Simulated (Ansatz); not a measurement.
Symmetry broken, then relaxed in Si

Computed with DFT PBE, scalar-relativistic, plane waves, PAW (Ansatz 0.2.0). Cutoff 420 eV, Γ-centred 6×6×6 k-points, Gaussian smearing of 0.05 eV. No spin polarisation. Energies are free energies at this smearing, counted from the undisturbed cell; pressure is positive in compression.

Zero of the scan (relaxed at this level):

```
Si
1.0
     5.46976    0.00000    0.00000
     0.00000   -5.46976    0.00000
     0.00000    0.00000   -5.46976
Si
8
Direct
  0.50000 0.00000 0.00000
  0.00000 0.50000 0.00000
  0.00000 0.00000 0.50000
  0.50000 0.50000 0.50000
  0.75000 0.75000 0.75000
  0.25000 0.25000 0.75000
  0.25000 0.75000 0.25000
  0.75000 0.25000 0.25000
```

The atoms are displaced (Å, in the unstrained cell):

| atom | ux | uy | uz |
| --- | --- | --- | --- |
| Si1 | 0.103 | -0.009 | -0.126 |
| Si2 | -0.058 | -0.026 | 0.121 |
| Si3 | -0.052 | -0.027 | -0.062 |
| Si4 | 0.001 | -0.052 | 0.020 |
| Si5 | 0.076 | 0.149 | 0.114 |
| Si6 | -0.033 | -0.017 | 0.144 |
| Si7 | 0.063 | -0.019 | 0.047 |
| Si8 | -0.101 | 0.001 | -0.258 |

Cell and atoms are then relaxed.

Question: Does the relaxation return to the undisturbed structure?

Answer: Yes (up to a choice of domain or origin): same space group and volume, and an energy 0.0 meV/atom from it. The disturbance itself cost 176.5 meV/atom. The final space group reads Fd-3m (tolerance 0.05 Å) and the volume changes by 0.02 %.

Final structure:

```
CELL_PARAMETERS angstrom
5.47018 0.00002 -0.00015
-0.00002 -5.47020 0.00011
0.00015 0.00011 -5.47018
ATOMIC_POSITIONS crystal
Si 0.50002 0.00001 0.00000
Si 0.00000 0.49999 0.00001
Si 0.00000 0.00000 0.50001
Si 0.49997 0.50003 0.49999
Si 0.75002 0.74997 0.74999
Si 0.25001 0.25000 0.74999
Si 0.25000 0.75001 0.24998
Si 0.74998 0.24998 0.25004
```

The relaxation, step by step (energy from the first step; small jumps at an unchanged geometry come where the plane waves are selected anew for the new cell):

```tsv
step	ΔE (meV/atom)	largest force component (eV/Å)	pressure (GPa)
1	0.0	2.794	2.37
2	-163.9	0.676	2.19
3	-176.1	0.009	0.72
4	-176.5	0.001	0.00
5	-176.5	0.001	0.00
```

Frames along the relaxation (Å, eV/Å):

```xyz
8
Lattice="5.470 0.000 0.000 0.000 -5.470 0.000 0.000 0.000 -5.470" Properties=species:S:1:pos:R:3:forces:R:3 pbc="T T T" step=1
Si    2.838   -0.009   -0.126   -0.296   -0.109    1.928
Si   -0.058   -2.761    0.121    1.344    1.579   -2.236
Si   -0.052   -0.027   -2.797    0.908    1.199    0.952
Si    2.736   -2.787   -2.715   -1.676   -0.292   -0.297
Si    4.178   -3.953   -3.988   -1.138   -2.369   -1.079
Si    1.335   -1.384   -3.958    0.878    0.027   -2.241
Si    1.431   -4.122   -1.320   -1.483   -0.116    0.180
Si    4.002   -1.366   -1.626    1.464    0.081    2.794
8
Lattice="5.435 0.000 0.015 0.000 -5.445 -0.011 -0.015 -0.011 -5.403" Properties=species:S:1:pos:R:3:forces:R:3 pbc="T T T" step=2
Si    2.761   -0.013    0.023    0.206    0.142    0.118
Si   -0.030   -2.686   -0.011    0.457    0.236   -0.385
Si   -0.005   -0.014   -2.725    0.143    0.423    0.252
Si    2.687   -2.763   -2.682   -0.399   -0.053   -0.189
Si    4.100   -4.030   -4.052   -0.354   -0.676    0.192
Si    1.357   -1.357   -4.059    0.013   -0.333    0.070
Si    1.360   -4.128   -1.278   -0.368    0.139   -0.488
Si    4.034   -1.375   -1.414    0.303    0.122    0.428
8
Lattice="5.456 0.000 -0.002 0.000 -5.455 0.001 0.002 0.001 -5.457" Properties=species:S:1:pos:R:3:forces:R:3 pbc="T T T" step=3
Si    2.730   -0.001    0.000   -0.008    0.000   -0.005
Si   -0.001   -2.725   -0.001    0.000   -0.009    0.005
Si    0.001    0.001   -2.729   -0.002   -0.003    0.000
Si    2.726   -2.729   -2.728    0.006    0.004   -0.001
Si    4.095   -4.088   -4.093    0.000    0.000    0.001
Si    1.366   -1.362   -4.093   -0.001    0.001    0.003
Si    1.364   -4.093   -1.361    0.004    0.005   -0.006
Si    4.091   -1.363   -1.368    0.001    0.002    0.003
8
Lattice="5.470 0.000 0.000 0.000 -5.470 0.000 0.000 0.000 -5.470" Properties=species:S:1:pos:R:3:forces:R:3 pbc="T T T" step=4
Si    2.735    0.000    0.000    0.000    0.000    0.001
Si    0.000   -2.735    0.000    0.000    0.001   -0.001
Si    0.000    0.000   -2.735    0.000    0.001    0.000
Si    2.735   -2.735   -2.735    0.001    0.001    0.000
Si    4.103   -4.102   -4.103   -0.001   -0.001   -0.001
Si    1.368   -1.367   -4.103    0.000    0.000   -0.001
Si    1.368   -4.103   -1.367   -0.001    0.000    0.000
Si    4.103   -1.367   -1.368    0.001   -0.001    0.001
8
Lattice="5.470 0.000 0.000 0.000 -5.470 0.000 0.000 0.000 -5.470" Properties=species:S:1:pos:R:3:forces:R:3 pbc="T T T" step=5
Si    2.735    0.000    0.000    0.000    0.000    0.001
Si    0.000   -2.735    0.000    0.000    0.001   -0.001
Si    0.000    0.000   -2.735    0.000    0.001    0.000
Si    2.735   -2.735   -2.735    0.001    0.001    0.000
Si    4.103   -4.102   -4.103   -0.001   -0.001   -0.001
Si    1.368   -1.367   -4.103    0.000    0.000   -0.001
Si    1.368   -4.103   -1.367   -0.001    0.000    0.000
Si    4.103   -1.367   -1.368    0.001   -0.001    0.001
```

Cost: 3 runs of about 4.4 core-minutes in all, on Arm Neoverse V2 (shared hosts).